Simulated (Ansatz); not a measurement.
LaAlO₃ (cubic perovskite)

```
LaAlO3
1.0
    3.77165     0.00000     0.00000
    0.00000     3.77165     0.00000
    0.00000     0.00000     3.77165
La Al O
1 1 3
Direct
  0.50000   0.50000   0.50000
  0.00000   0.00000   0.00000
  0.00000   0.50000   0.00000
  0.50000   0.00000   0.00000
  0.00000   0.00000   0.50000
```

The volume is varied about the relaxed value V₀ at fixed cell shape. Symmetry pins the atoms to their sites.

The numbers are results of PBEsol (plane waves to 420 eV, PAW, scalar-relativistic; Ansatz, a quantum-chemistry and plane-wave program), not measurements. k mesh 9×9×9 (Γ-centred), Fermi-Dirac smearing 0.05 eV. E stands for the smeared free energy. LaAlO3 is run without spin polarisation. LaAlO3 was relaxed with its symmetry unable to fall. This is a high-temperature form of LaAlO3. The zero of ΔE is the relaxed starting cell.

| V (Å³/atom) | ΔE (meV/atom) |
|---|---|
| 9.014 | 240.9 |
| 9.443 | 125.0 |
| 9.872 | 51.4 |
| 10.301 | 11.9 |
| 10.731 | 0.0 |
| 11.160 | 10.3 |
| 11.589 | 38.8 |
| 12.018 | 82.0 |
| 12.447 | 136.9 |

What is the fitted pressure derivative B₀′?

4.2.

What bulk modulus B₀ follows from a third-order Birch-Murnaghan fit?

207 GPa. Check by three points about V = 10.731 Å³/atom, step 0.429: d²E/dV² ≈ (11.9 − 2·0.0 + 10.3) meV / 0.429² = 0.120 eV/Å⁶, and V·d²E/dV² × 160.2 = 207 GPa.

(Under strain, the slope of the energy per volume gives the stress and its curvature an elastic modulus.)
